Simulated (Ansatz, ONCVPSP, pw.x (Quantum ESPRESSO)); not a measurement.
From atom to crystal: ONCV potential for Ta (Z = 73)

```json
{"Element": "Ta", "Generator": "ONCVPSP 4.0.1.1 (patched build)", "Type": "optimised norm-conserving Vanderbilt (ONCV)", "Functional": "PBE", "Relativity": "scalar-relativistic", "Frozen core": "[Kr] 4d10 4f14", "Valence charge": "13", "Reference configuration": "5s2 5p6 5d3 6s2", "Partial waves": "5s+6s: rc 2.00 bohr, ncon 5, nbas 9, qcut 5 1/bohr, 2 projectors; 5p: rc 1.80 bohr, ncon 5, nbas 9, qcut 5.9 1/bohr, 2 projectors, debl 0.6 Ha; 5d: rc 2.05 bohr, ncon 3, nbas 8, qcut 5.5 1/bohr, 2 projectors, debl 2 Ha", "Local potential": "polynomial inside 1.50 bohr (lpopt 5, dvloc0 1 Ha)", "Core correction": "Teter function, fcfact 1.5, rcfact 1.2"}
```

In the p channel the program set the typed energies aside and used -1.448, 0.250 Ha.

Atomic tests: cutoffs needed: 12 Ha and 59 Ha (the cutoffs (Ha) at which the residual kinetic energy of the hardest occupied pseudo-wave falls to 1 and 0.1 mHa per electron); ghost test: no bound ghost flagged; GHOST(+) flags only above 600 eV; largest excitation error: -11 meV (all-electron minus pseudo) for 5s2 5p6 5d4 6s0, out of 4 test configurations.

Crystal test: fcc Ta in pw.x 7.5, no spin, 13³ k-points, Fermi–Dirac smearing 0.01 Ry, cutoffs 140/560 Ry. The reference is all-electron LAPW (Ansatz 0.2.0) with the same functional, mesh and smearing; V0 and B0 come from Birch–Murnaghan fits to the pressures at five volumes. Errors are pseudo minus all-electron; Δ is the rms difference of the E(V) curves that follow from these fits, minima aligned, over ±6 % about the mean V0. Mesh and smearing are coarse, so the numbers serve the comparison and aren't converged zero-temperature values; the lattice is a test structure that the element need not adopt.

```tsv
V (Å³/atom)	P all-electron (GPa)	P pseudo (GPa)
17.984	9.60	7.04
18.458	4.06	1.71
18.931	-0.85	-3.03
19.404	-5.22	-7.24
19.878	-9.10	-10.97
```

All-electron: a0 = 4.224 Å (V0 = 18.84 Å³/atom), B0 = 188.4 GPa.

Pseudopotential: mean pressure error (GPa): -2.20; a0 (Å): 4.208; a0 error (%): -0.40; B0 error (%): +0.6; Δ (meV/atom): 9.2.

Task: At the middle volume, how do free energy and pressure move when the wave cutoff is lowered (ecutrho kept at four times it)?

Result:

```
cutoff (Ry)  shift of F (meV/atom)  shift of P (GPa)
         63                  +31.4             +0.11
         84                  +23.3             +0.07
        112                   +9.6             +0.24
```

The run at the middle volume (84 k-points, 8 iterations) took about 2.5 min on one core of a shared host (Neoverse-N1, 64 threads, 124 GiB, load 53).
